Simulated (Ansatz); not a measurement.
Input and command of a plane-wave DFT calculation in Ansatz:

```yaml
crystal:
  lattice:
    - [0.0, 0.0, -5.2431684262]
    - [6.4367416346, 1.0e-10, 0.0]
    - [-3.2183708173, -5.5743817732, 0.0]
  atoms:
    - { symbol: Ga, position: [0.6048574403, 0.1666666667, 0.3333333333], spin: 0.2 }
    - { symbol: Ga, position: [0.4879511502, 0.6677741054, 0.3355482108] }
    - { symbol: Ga, position: [0.4879511502, 0.1644517892, 0.8322258946] }
    - { symbol: Ga, position: [0.4879511502, 0.6677741054, 0.8322258946] }
    - { symbol: Ga, position: [-0.0188175469, 0.7976964334, 0.1488482167], spin: 0.2 }
    - { symbol: Ga, position: [-0.0188175469, 0.3511517833, 0.1488482167], spin: 0.2 }
    - { symbol: Ga, position: [-0.0146360618, 0.8333333333, 0.6666666667] }
    - { symbol: Ga, position: [-0.0188175469, 0.3511517833, 0.7023035666], spin: 0.2 }
    - { symbol: Ga, position: [0.1703812111, 0.1666666667, 0.3333333333], spin: 0.2 }
    - { symbol: "N", position: [0.1190136261, 0.670179274, 0.340358548] }
    - { symbol: "N", position: [0.1190136261, 0.159641452, 0.829820726] }
    - { symbol: "N", position: [0.1190136261, 0.670179274, 0.829820726] }
    - { symbol: "N", position: [0.6204861658, 0.8104894392, 0.1552447196] }
    - { symbol: "N", position: [0.6204861658, 0.3447552804, 0.1552447196] }
    - { symbol: "N", position: [0.6134972248, 0.8333333333, 0.6666666667] }
    - { symbol: "N", position: [0.6204861658, 0.3447552804, 0.6895105608] }
  host:
    lattice:
      - [3.2183708173, 0.0, 0.0]
      - [-1.6091854087, 2.7871908866, 0.0]
      - [0.0, 0.0, 5.2431684262]
    atoms:
      - { symbol: Ga, position: [0.6666666667, 0.3333333333, 0.4991348648] }
      - { symbol: Ga, position: [0.3333333333, 0.6666666667, 0.9991348648] }
      - { symbol: "N", position: [0.6666666667, 0.3333333333, 0.8758651352] }
      - { symbol: "N", position: [0.3333333333, 0.6666666667, 0.3758651352] }
total_charge: -1
basis:
  ecutwfc: 420
  xc_grid: 2
kpoints:
  mp_grid: { grid: [3, 3, 3], shift: [0.0, 0.0, 0.0] }
hamiltonian:
  xc: pbe
scf:
  occupations: { method: gaussian, width: 0.01 }
output:
  forces: true
  stress: false
  eigenvalues: true
  populations: true
  charged_corrections:
    defect_position: [0.12413486, 0.16666667, 0.33333333]
    epsilon: [[10.4928, 0.0, 0.0], [0.0, 10.4928, 0.0], [0.0, 0.0, 11.6882]]
  write_density: true
  write_potential: true
  elf: true
  volumetric_format: npy
magnetization:
  spin_polarized: true
relax:
  adjacent_minimum: "off"
  f_tol: 0.025
  max_steps: 45
```

```bash
ansatz run input.yaml --threads 4 --pin off --max-ram 8192MiB --backend cpu --events-out ev --progress --plain --runs-dir out
```

Processor: Arm Neoverse N1, 4 threads, on a host shared with other jobs.

Task: Estimate time, memory and problem size.

Result: About 81 s on 4 threads of Arm Neoverse N1, on a shared host, peak memory 0.76 GiB. It solves 93 bands at 7 k points (the mesh reduced by symmetry) with about 3713 plane waves, in 30 SCF iterations over 4 ionic steps.

The relaxation kept the symmetry at the defect while a level is partly filled, so a distortion that splits the level (Jahn–Teller) was held off and may lie lower. The cell is also small for a charged defect.
